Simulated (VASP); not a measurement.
# Cd (Fm-3m) in VASP: a series of runs

One crystal, Cd, is run at these levels: RPBE; tasks: single point, relaxation of cell and atoms.

Everything below comes from runs of VASP 6.6.1. Logs are shortened: lines on timing, memory, paths and dates and some standing lists are left out, and cuts for length are marked.

### Step 1. The structure

It takes space group Fm-3m (No. 225, cubic). The conventional cell has a = 4.600 Å, b = 4.600 Å, c = 4.600 Å, α = 90.00°, β = 90.00°, γ = 90.00°. Around Cd (site symmetry m-3m) lie 12 Cd at 3.25 Å.

This isn't the form of Cd at room conditions, which is hcp.

### Step 2. Single point, RPBE

The input, INCAR:

```
SYSTEM = Cd
  ALGO = Fast
  EDIFF = 1E-6
  ENCUT = 520
  GGA = RP
  ISIF = 2
  ISMEAR = 1
  LASPH = .True.
  LCHARG = .False.
  LREAL = .False.
  LWAVE = .False.
  NBANDS = 12
  NELM = 100
  PREC = Accurate
  SIGMA = 0.1
```

The input, KPOINTS:

```
k-points
0
Gamma
  10 10 10
  0 0 0
```

The input, POSCAR:

```
Cd
1.0
    0.0000000000      2.2998002567      2.2998002567
    2.2998002567      0.0000000000      2.2998002567
    2.2998002567      2.2998002567      0.0000000000
Cd
1
Direct
    0.0000000000      0.0000000000      0.0000000000
```

Potentials or basis: VASP PAW PBE potentials, release 64 (Cd).

Launch:

```
cat potpaw_PBE.64/Cd/POTCAR > POTCAR
mpirun -np 1 vasp_std > vasp.out
```

OUTCAR:

```text
SYSTEM = Cd
   EDIFF = 1E-6
   ENCUT = 520
   GGA = RP
   ISIF = 2
   ISMEAR = 1
   LASPH = .True.
   LREAL = .False.
   NELM = 100
   PREC = Accurate

 ion  position               nearest neighbor table
   1  0.000  0.000  0.000-

  LATTYP: Found a face centered cubic cell.
 ALAT       =     4.5996005134

  Lattice vectors:

 A1 = (   0.0000000000,   2.2998002567,   2.2998002567)
 A2 = (   2.2998002567,   0.0000000000,   2.2998002567)
 A3 = (   2.2998002567,   2.2998002567,   0.0000000000)

Analysis of symmetry for initial positions (statically):
=====================================================================
 Subroutine PRICEL returns:
 Original cell was already a primitive cell.

 Routine SETGRP: Setting up the symmetry group for a
 face centered cubic supercell.

 Subroutine GETGRP returns: Found 48 space group operations
 (whereof 48 operations were pure point group operations)
 out of a pool of 48 trial point group operations.

The static configuration has the point symmetry O_h .

Analysis of symmetry for dynamics (positions and initial velocities):
=====================================================================
 Subroutine PRICEL returns:
 Original cell was already a primitive cell.

 Routine SETGRP: Setting up the symmetry group for a
 face centered cubic supercell.

 Subroutine GETGRP returns: Found 48 space group operations
 (whereof 48 operations were pure point group operations)
 out of a pool of 48 trial point group operations.

The dynamic configuration has the point symmetry O_h .

 Subroutine INISYM returns: Found 48 space group operations
 (whereof 48 operations are pure point group operations),
 and found     1 'primitive' translations

----------------------------------------------------------------------------------------

                                     Primitive cell

  volume of cell :      24.3277

  direct lattice vectors                    reciprocal lattice vectors
     0.000000000  2.299800257  2.299800257    -0.217410185  0.217410185  0.217410185
     2.299800257  0.000000000  2.299800257     0.217410185 -0.217410185  0.217410185
     2.299800257  2.299800257  0.000000000     0.217410185  0.217410185 -0.217410185

  length of vectors
     3.252408714  3.252408714  3.252408714     0.376565487  0.376565487  0.376565487

  position of ions in fractional coordinates (direct lattice)
     0.000000000  0.000000000  0.000000000

  ion indices of the primitive-cell ions
   primitive index   ion index
                 1           1

----------------------------------------------------------------------------------------

 KPOINTS: k-points

Automatic generation of k-mesh.
 Grid dimensions read from file:
 generate k-points for:   10   10   10

 Generating k-lattice:

  Cartesian coordinates                     Fractional coordinates (reciprocal lattice)
    -0.021741019  0.021741019  0.021741019     0.100000000  0.000000000  0.000000000
     0.021741019 -0.021741019  0.021741019     0.000000000  0.100000000  0.000000000
     0.021741019  0.021741019 -0.021741019     0.000000000  0.000000000  0.100000000

  Length of vectors
     0.037656549  0.037656549  0.037656549

  Shift w.r.t. Gamma in fractional coordinates (k-lattice)
     0.000000000  0.000000000  0.000000000

 Subroutine IBZKPT returns following result:
 ===========================================

 Found     47 irreducible k-points:

 Following reciprocal coordinates:
            Coordinates               Weight
  0.000000  0.000000  0.000000      1.000000
  0.100000  0.000000  0.000000      8.000000
  0.200000  0.000000  0.000000      8.000000
  0.300000  0.000000  0.000000      8.000000
  0.400000  0.000000  0.000000      8.000000
  0.500000  0.000000  0.000000      4.000000
[... 16 lines left out ...]
  0.300000  0.300000  0.000000      6.000000
  0.400000  0.300000  0.000000     24.000000
 [... further k-points ...]
   k-points           NKPTS =     47   k-points in BZ     NKDIM =     47   number of bands    NBANDS=     12
   number of dos      NEDOS =    301   number of ions     NIONS =      1
   total plane-waves  NPLWV =  13824
   dimension x,y,z NGX =    24 NGY =   24 NGZ =   24
   dimension x,y,z NGXF=    48 NGYF=   48 NGZF=   48
   ions per type =               1
   NGX,Y,Z   is equivalent  to a cutoff of  12.27, 12.27, 12.27 a.u.
   NGXF,Y,Z  is equivalent  to a cutoff of  24.54, 24.54, 24.54 a.u.
 SYSTEM =  Cd
   PREC   = accura    normal or accurate (medium, high low for compatibility)
   ISTART =      0    job   : 0-new  1-cont  2-samecut
   ICHARG =      2    charge: 1-file 2-atom 10-const
   ISPIN  =      1    spin polarized calculation?
   LNONCOLLINEAR =      F non collinear calculations
   LSORBIT =      F    spin-orbit coupling
   LASPH  =      T    aspherical Exc in radial PAW
   ENCUT  =  520.0 eV  38.22 Ry    6.18 a.u.   6.05  6.05  6.05*2*pi/ulx,y,z
   NELM   =    100;   NELMIN=  2; NELMDL= -5     # of ELM steps
   EDIFF  = 0.1E-05   stopping-criterion for ELM
   LREAL  =      F    real-space projection
   EDIFFG = 0.1E-04   stopping-criterion for IOM
   NSW    =      0    number of steps for IOM
   IBRION =     -1    ionic relax: 0-MD 1-quasi-New 2-CG
   NFREE  =      0    steps in history (QN), initial steepest desc. (CG)
   ISIF   =      2    stress and relaxation
   ISYM   =      2    0-nonsym 1-usesym 2-fastsym
   POTIM  = 0.5000    time-step for ionic-motion
   TEBEG  =    0.0;   TEEND  =   0.0 temperature during run
   PSTRESS=    0.0 pullay stress
   NELECT =      12.0000    total number of electrons
   NUPDOWN=      -1.0000    fix difference up-down
   EMIN   =  10.00;   EMAX   =-10.00  energy-range for DOS
   EFERMI =   0.00;   METHOD = LEGACY
   ISMEAR =     1;   SIGMA  =   0.10  broadening in eV -4-tet -1-fermi 0-gaus
   EFERMI_NEDOS =   21; number of points for ismear=-14 and -15
   IALGO  =     68    algorithm
   IMIX   =      4    mixing-type and parameters
     AMIX     =   0.40;   BMIX     =  1.00
     AMIX_MAG =   1.60;   BMIX_MAG =  1.00
  volume/ion in A,a.u.               =      24.33       164.17
  Fermi-wavevector in a.u.,A,eV,Ry     =   1.293506  2.444372 22.764695  1.673158
  Thomas-Fermi vector in A             =   2.425147
   LORBIT       =      0    0 simple, 1 ext, 2 COOP (PROOUT), +10 PAW based schemes
   GGA     = RP    functional components
   LHFCALC =     F    Hartree Fock is set to
   AEXX    =    0.0000 exact exchange contribution
   IVDW    =     0    specifies the selected vdW correction
   LEPSILON=     F    determine dielectric tensor
   LRPA    =     F    only Hartree local field effects (RPA)
 non-spin polarized calculation
 RMM-DIIS sequential band-by-band and
 Methfessel and Paxton  Order N= 1 SIGMA  =   0.10
  energy-cutoff  :      520.00
  volume of cell :       24.33
 maximum number of plane-waves:       666
   NGX = 13   NGY = 13   NGZ = 13

 number of electron      12.0000007 magnetization

 Free energy of the ion-electron system (eV)
  ---------------------------------------------------
  ext. energy  EPLUGINS =         0.00000000
  ---------------------------------------------------
  free energy    TOTEN  =        -0.35536069 eV

  energy without entropy =       -0.35572031  energy(sigma->0) =       -0.35548056

 E-fermi :   2.3232     XC(G=0): -10.2934

 val. band max:        2.2813785608   @ k =  -0.4000   0.2000   0.0000
 cond. band min:       2.4286392617   @ k =  -0.3000   0.4000   0.1000
 fundamental gap:      0.1472607009
 Fermi energy:         2.3231769464

 k-point     1 :       0.0000    0.0000    0.0000
  band No.  band energies     occupation
      1      -6.6702      2.00000
      2      -6.6702      2.00000
      3      -6.6702      2.00000
      4      -6.3175      2.00000
      5      -6.3175      2.00000
      6      -5.7523      2.00000
      7      15.6980      0.00000
      8      16.1745      0.00000
      9      16.1745      0.00000
     10      16.1745      0.00000
     11      19.3520      0.00000
     12      19.3520      0.00000

 k-point     2 :       0.1000    0.0000    0.0000
  band No.  band energies     occupation
      1      -6.6907      2.00000
      2      -6.6389      2.00000
      3      -6.6389      2.00000
      4      -6.3231      2.00000
      5      -6.3231      2.00000
      6      -5.5108      2.00000
      7      13.4226      0.00000
      8      15.7877      0.00000
      9      15.7877      0.00000
     10      15.7928      0.00000
     11      19.9903      0.00000
     12      20.0417      0.00000

 k-point     3 :       0.2000    0.0000    0.0000
  band No.  band energies     occupation
      1      -6.7712      2.00000
      2      -6.5919      2.00000
      3      -6.5919      2.00000
      4      -6.2998      2.00000
      5      -6.2998      2.00000
      6      -4.7532      2.00000
      7       9.7950      0.00000
      8      15.0987      0.00000
      9      15.0987      0.00000
     10      15.6810      0.00000
     11      19.4661      0.00000
     12      20.0888      0.00000

 k-point     4 :       0.3000    0.0000    0.0000
  band No.  band energies     occupation
      1      -6.8869      2.00000
      2      -6.6069      2.00000
      3      -6.6069      2.00000
      4      -6.1923      2.00000
      5      -6.1923      2.00000
      6      -3.4721      2.00000
      7       6.3672      0.00000
      8      14.4815      0.00000
      9      14.4815      0.00000
     10      15.3529      0.00000
     11      18.7326      0.00000
     12      18.7326      0.00000

 k-point     5 :       0.4000    0.0000    0.0000
  band No.  band energies     occupation
      1      -6.9831      2.00000
      2      -6.6472      2.00000
      3      -6.6472      2.00000
      4      -6.0721      2.00000
      5      -6.0721      2.00000
      6      -1.6935      2.00000
      7       3.2797     -0.00000
      8      14.0522      0.00000
      9      14.0522      0.00000
     10      14.9907      0.00000
     11      17.8941      0.00000
     12      17.8941      0.00000
[... 228 lines left out ...]
      1      -6.7833      2.00000
      2      -6.6861      2.00000
      3      -6.4644      2.00000
      4      -6.2805      2.00000
      5      -6.2347      2.00000
      6      -1.4145      2.00000
      7       5.0740      0.00000
      8       8.1236      0.00000
      9      13.3730      0.00000
     10      14.6175      0.00000
     11      19.8733      0.00000
     12      20.2514      0.00000

 k-point    22 :      -0.2000    0.2000    0.0000
  band No.  band energies     occupation
      1      -6.7372      2.00000
      2      -6.6636      2.00000
      3      -6.4283      2.00000
      4      -6.4034      2.00000
      5      -6.2684      2.00000
      6      -3.0158      2.00000
      7       8.1370      0.00000
      8       8.3414      0.00000
      9      15.0572      0.00000
     10      15.7392      0.00000
     11      18.6850      0.00000
     12      19.9080      0.00000

 k-point    23 :       0.3000    0.3000    0.0000
  band No.  band energies     occupation
      1      -6.9975      2.00000
      2      -6.8095      2.00000
      3      -6.2215      2.00000
      4      -6.2215      2.00000
      5      -6.1379      2.00000
      6      -2.7641      2.00000
      7       9.9512      0.00000
      8      10.3587      0.00000
      9      10.3587      0.00000
     10      13.0947      0.00000
     11      13.1342      0.00000
     12      25.7572      0.00000

 k-point    24 :       0.4000    0.3000    0.0000
  band No.  band energies     occupation
      1      -7.0321      2.00000
      2      -6.8827      2.00000
      3      -6.2077      2.00000
      4      -6.1730      2.00000
      5      -6.0387      2.00000
      6      -1.5113      2.00000
      7       7.5888      0.00000
      8       8.5107      0.00000
      9       9.8451      0.00000
     10      12.8990      0.00000
     11      14.6784      0.00000
     12      25.0724      0.00000

 [... further k-points ...]

------------------------ aborting loop because EDIFF is reached ----------------------------------------

  FORCE on cell =-STRESS in cart. coord.  units (eV):
  Direction    XX          YY          ZZ          XY          YZ          ZX
  --------------------------------------------------------------------------------------
  -------------------------------------------------------------------------------------
  Total        0.0230328      0.0230328      0.0230328      0.0000000     -0.0000000      0.0000000
  in kB        1.5169033      1.5169033      1.5169033      0.0000000     -0.0000000      0.0000000
  external PRESSURE =       1.5169033 kB  Pullay stress =       0.0000000 kB

 VOLUME and BASIS-vectors are now :
 -----------------------------------------------------------------------------
  energy-cutoff  :      520.00
  volume of cell :       24.33
      direct lattice vectors                 reciprocal lattice vectors
     0.000000000  2.299800257  2.299800257    -0.217410185  0.217410185  0.217410185
     2.299800257  0.000000000  2.299800257     0.217410185 -0.217410185  0.217410185
     2.299800257  2.299800257  0.000000000     0.217410185  0.217410185 -0.217410185

 POSITION                                       TOTAL-FORCE (eV/Angst)
 -----------------------------------------------------------------------------------
      0.00000      0.00000      0.00000        -0.000000     -0.000000     -0.000000
 -----------------------------------------------------------------------------------
    total drift:                               -0.000000      0.000000     -0.000000

  FREE ENERGIE OF THE ION-ELECTRON SYSTEM (eV)
  ---------------------------------------------------
  free  energy   TOTEN  =        -0.3553606854 eV

  energy  without entropy=       -0.3557203142  energy(sigma->0) =       -0.35548056
```

Wall time 8.5 s (1 thread of Intel Xeon Platinum 8259CL at 2.50GHz (Skylake/Cascade Lake), shared host); peak memory 0.14 GiB.

Results:

| Item | Value |
| --- | --- |
| Free energy | -0.3554 eV |
| Pressure | 0.2 GPa |
| Band gap on the k mesh | none (metal or under the smearing width) |

Levels at points of the mesh, in eV from the Fermi level:
| k point | band 2 | band 3 | band 4 | band 5 | band 6 | band 7 | band 8 | band 9 | band 10 | band 11 |
| --- | --- | --- | --- | --- | --- | --- | --- | --- | --- | --- |
| (0.00, 0.00, 0.00) | -8.99 | -8.99 | -8.64 | -8.64 | -8.08 | 13.37 | 13.85 | 13.85 | 13.85 | 17.03 |
| (0.50, 0.00, 0.00) | -8.99 | -8.99 | -8.35 | -8.35 | -1.98 | -1.52 | 11.57 | 11.57 | 12.52 | 15.29 |
| (0.50, 0.50, 0.00) | -9.41 | -8.36 | -8.27 | -8.27 | -0.60 | 0.96 | 6.38 | 6.38 | 10.13 | 10.21 |

Caveat: the PAW data sets were made with another functional, which shifts forces and pressure a little.

### Step 3. Relaxation of cell and atoms, RPBE

This run uses another cell than the first one, of 21.83 Å³/atom, 0.897 times its volume.

The input, INCAR:

```
SYSTEM = Cd
ALGO     = Normal         ! electronic algorithm
EDIFF    = 1E-6           ! SCF threshold, eV
EDIFFG   = -0.01          ! ionic threshold
ENCUT    = 600            ! plane-wave cutoff, eV
GGA      = RP             ! functional
IBRION   = 2              ! ionic algorithm
ISIF     = 3              ! what is computed and relaxed
ISMEAR   = 1              ! smearing method
LASPH    = .True.         ! aspherical terms in the spheres
LCHARG   = .False.        ! write CHGCAR
LREAL    = .False.        ! projectors in reciprocal space
LWAVE    = .False.        ! write WAVECAR
NELM     = 100            ! most SCF steps
NSW      = 80             ! ionic steps
PREC     = Accurate       ! precision mode
SIGMA    = 0.1            ! smearing width, eV
```

KPOINTS is that of step 2.

The input, POSCAR:

```
Cd
1.0
    0.0000000000      2.2181500000      2.2181500000
    2.2181500000      0.0000000000      2.2181500000
    2.2181500000      2.2181500000      0.0000000000
Cd
1
Direct
    0.0000000000      0.0000000000      0.0000000000
```

Potentials or basis: VASP PAW PBE potentials, release 64 (Cd).

Launch:

```
cat potpaw_PBE.64/Cd/POTCAR > POTCAR
mpirun -np 1 vasp_std > vasp.out
```

Wall time 26 s (1 thread of Intel Xeon Platinum 8259CL at 2.50GHz (Skylake/Cascade Lake), shared host); peak memory 0.17 GiB.

It converged, with:

| Item | Value |
| --- | --- |
| Free energy | -0.3536 eV |
| Relaxed volume | 24.41 Å³/atom |
| Relaxed cell | a = 3.256 Å, b = 3.256 Å, c = 3.256 Å, α = 60.00°, β = 60.00°, γ = 60.00° |
| Space group after relaxing (to 0.05 Å) | Fm-3m (No. 225) |
| Energy gained by relaxing | 36.5 meV/atom |
| Ionic steps | 3 |
| Pressure after relaxing | 0.0 GPa |
| Band gap on the k mesh | none (metal or under the smearing width) |

Step by step:
| step | energy change (eV) | largest force (eV/Å) | pressure (GPa) | volume (Å³) |
| --- | --- | --- | --- | --- |
| 1 | 0.0000 | 0.0000 | 5.18 | 21.83 |
| 2 | -0.0362 | 0.0000 | 0.37 | 24.14 |
| 3 | -0.0365 | 0.0000 | 0.00 | 24.41 |

Final structure:
```
Cd
1.0
     0.00000    2.30251    2.30251
     2.30251    0.00000    2.30251
     2.30251    2.30251    0.00000
Cd
1
Direct
  0.00000 0.00000 0.00000
```

Levels at points of the mesh, in eV from the Fermi level:
| k point | band 3 | band 4 | band 5 | band 6 | band 7 | band 8 | band 9 | band 10 |
| --- | --- | --- | --- | --- | --- | --- | --- | --- |
| (0.00, 0.00, 0.00) | -8.99 | -8.64 | -8.64 | -8.05 | 13.36 | 13.82 | 13.82 | 13.82 |
| (0.50, 0.00, 0.00) | -8.98 | -8.34 | -8.34 | -1.97 | -1.52 | 11.54 | 11.54 | 12.51 |
| (0.50, 0.50, 0.00) | -8.36 | -8.27 | -8.27 | -0.59 | 0.95 | 6.37 | 6.37 | 10.19 |

Caveat: the PAW data sets were made with another functional, which shifts forces and pressure a little.
